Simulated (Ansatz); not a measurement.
A (111) slab of InP (Fm-3m (No. 225)), 8 planes, outer planes In (top) and P (bottom), with 8 atoms (In4P4) in a surface cell of A = 12.905 Å², as cut from the bulk:

```yaml
crystal:
  lattice:
    - [3.86019, 0.00000, 0.00000]
    - [-1.93010, 3.34302, 0.00000]
    - [0.00000, 0.00000, 26.03141]
  atoms:
    - { symbol: P, position: [0.33333, 0.66667, 0.28811] }
    - { symbol: In, position: [0.66667, 0.33333, 0.34865] }
    - { symbol: P, position: [0.00000, 0.00000, 0.40919] }
    - { symbol: In, position: [0.33333, 0.66667, 0.46973] }
    - { symbol: P, position: [0.66667, 0.33333, 0.53027] }
    - { symbol: In, position: [0.00000, 0.00000, 0.59081] }
    - { symbol: P, position: [0.33333, 0.66667, 0.65135] }
    - { symbol: In, position: [0.66667, 0.33333, 0.71189] }
```

Theory: Ansatz 0.2.0, DFT PBEsol, scalar-relativistic, plane waves, PAW. Settings: cutoff 420 eV, Γ-centred mesh 9×9×1 on the computed 8-atom cell, Gaussian smearing of 0.10 eV; no spin polarisation. The cell repeats along c with a dipole correction in the vacuum.

Against the same 8 atoms in the bulk, the slab as cut lies 2.118 eV higher and the relaxed slab 2.005 eV higher.

(1) Work out the surface energy before and after relaxation.

(2) What is the ideal work of this cut, per area?

## Answers

(1) The slab has two faces, so γ = (E_slab − N·E_bulk)/(2A), the mean of both. As cut: 2.118/(2 × 12.905) = 0.0821 eV/Å², and 1 eV/Å² = 16.02 J/m², so γ = 1.31 J/m². Relaxed: 2.005/(2 × 12.905) = 0.0777 eV/Å² = 1.24 J/m². Relaxation recovers 5 % of the cost of cutting.

(2) Griffith's ideal work is 2γ: 2.63 J/m² if the new faces stay rigid, 2.49 J/m² if they relax. One thickness was run, 8 planes, so γ can still shift with it.

The reference crystal is the rock-salt form of InP, which isn't its usual structure.